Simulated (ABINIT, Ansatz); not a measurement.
An Ansatz (a first-principles code) input for a self-consistent single point of GeO₂ (P4_2/mnm, 6 atoms in the cell) (DFT, PBE, plane waves, default PAW files):

Ansatz 0.2 input:
```yaml
# GeO2
crystal:
  lattice:
    - [4.330349, 0.000000, 0.000000]
    - [0.000000, 4.330349, 0.000000]
    - [0.000000, 0.000000, 2.823007]
  atoms:
    - { symbol: Ge, position: [0.500000, 0.500000, 0.500000] }
    - { symbol: Ge, position: [0.000000, 0.000000, 0.000000] }
    - { symbol: O, position: [0.694230, 0.694230, 0.000000] }
    - { symbol: O, position: [0.305770, 0.305770, 0.000000] }
    - { symbol: O, position: [0.805770, 0.194230, 0.500000] }
    - { symbol: O, position: [0.194230, 0.805770, 0.500000] }
kpoints:
  mp_grid:
    grid: [4, 4, 6]
hamiltonian:
  xc: pbe
  pseudopotentials:
    kind: paw
scf:
  occupations:
    method: fermi_dirac
    width: 0.05
output:
  forces: true
  eigenvalues: true
  stress: true
```

Question: Translate this input to ABINIT.

Answer: One input that does it (others would too):

```
# GeO2, JTH v2.0 PBE PAW
pp_dirpath "./"
pseudos "Ge.GGA_PBE-JTH.xml, O.GGA_PBE-JTH.xml"
acell 3*1.0
rprim
         8.1831736340    0.0000000000    0.0000000000
         0.0000000000    8.1831736340    0.0000000000
         0.0000000000    0.0000000000    5.3347100779
natom 6
ntypat 2
znucl 32 8
typat 1 1 2 2 2 2
xred
         0.5000000000    0.5000000000    0.5000000000
         0.0000000000    0.0000000000    0.0000000000
         0.6942300000    0.6942300000    0.0000000000
         0.3057700000    0.3057700000    0.0000000000
         0.8057700000    0.1942300000    0.5000000000
         0.1942300000    0.8057700000    0.5000000000
ecut 24
pawecutdg 48
pawovlp -1
pawxcdev 0
occopt 3
tsmear 0.05 eV
nband 34
kptopt 1
ngkpt 4 4 6
nshiftk 1
shiftk 0 0 0
nstep 50
tolvrs 1.0e-10
prtwf 0
prtden 0
prtvol 1
enunit 2
```

Basis, cutoffs, solver keys and any potentials are the target program's own. This input uses DFT, PBE, plane waves, PAW (JTH v2.0 PBE PAW).

The starting cell comes from a database of computed structures (which also holds hypothetical and non-ambient phases and stackings), without a prior relaxation at this level. Its lattice was rescaled by a random factor within 2.5 % of one.
